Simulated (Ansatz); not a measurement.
**Relaxation of ZrN**

These are results of DFT PBE, scalar-relativistic, plane waves, PAW in Ansatz 0.2.0, not measurements. Settings: 420 eV cutoff, 14×14×10 k-mesh, Gaussian smearing of 0.10 eV, no spin polarisation.

What was changed: biaxial strain in the a-b plane, c and atoms relaxed: -1.5 %.

Command:

```bash
ansatz run input.yaml --threads 1 --pin off --max-ram 1331MiB --backend cpu --events-out ev --progress --plain --runs-dir out
```

Input:

```yaml
crystal:
  lattice:
    - [2.2628394501, 2.2628394501, 0.0]
    - [-2.2628394501, 2.2628394501, 0.0]
    - [0.0, 0.0, 4.635949249]
  atoms:
    - { symbol: Zr, position: [0.5, 0.5, 0.0] }
    - { symbol: Zr, position: [0.0, 0.0, 0.5] }
    - { symbol: "N", position: [0.0, 0.0, 0.0] }
    - { symbol: "N", position: [0.5, 0.5, 0.5] }
basis:
  ecutwfc: 420
kpoints:
  mp_grid: { grid: [14, 14, 10] }
hamiltonian:
  xc: pbe
scf:
  occupations: { method: gaussian, width: 0.1 }
output:
  forces: true
  stress: true
  eigenvalues: true
relax:
  adjacent_minimum: "off"
  f_tol: 0.008
  max_steps: 40
  cell: { stress_tol: 0.015, fix: [a, b, gamma] }
```

F is the free energy. Steps run on the plane waves of an earlier cell, but the last one, and at times one on the way, on a freshly chosen basis, so a repeated geometry can differ a little in energy. The held parts of the cell keep their stress, so P needn't end at zero.

Steps:

```
step F − F(1) (eV) largest force component (eV/Å) V (Å³/atom) P (GPa)
   1         0.0000                           0.000       11.869     5.94
   2        -0.0009                           0.000       11.832     6.73
   3        -0.0008                           0.000       11.837     6.61
   4        -0.0005                           0.000       11.837     6.60
   5        -0.0005                           0.000       11.837     6.61
   6        -0.0005                           0.000       11.837     6.61
```

Relaxed structure:

```xyz
4
Lattice="2.2628 2.2628 0.0000 -2.2628 2.2628 0.0000 0.0000 0.0000 4.6234" Properties=species:S:1:pos:R:3 pbc="T T T"
Zr    0.0000    2.2628    0.0000
Zr    0.0000    0.0000    2.3117
N     0.0000    0.0000    0.0000
N     0.0000    2.2628    2.3117
```

Symmetry: I4/mmm, No. 139, tetragonal system. The conventional cell has a = 3.200 Å, b = 3.200 Å, c = 4.623 Å, α = 90.00°, β = 90.00°, γ = 90.00°. Around Zr (site symmetry 4/mmm) lie 6 N at 2.26 to 2.31 Å. N (site symmetry 4/mmm) has 6 Zr at 2.26 to 2.31 Å as nearest neighbours.

The run converged. The run took roughly 2.2 core-minutes.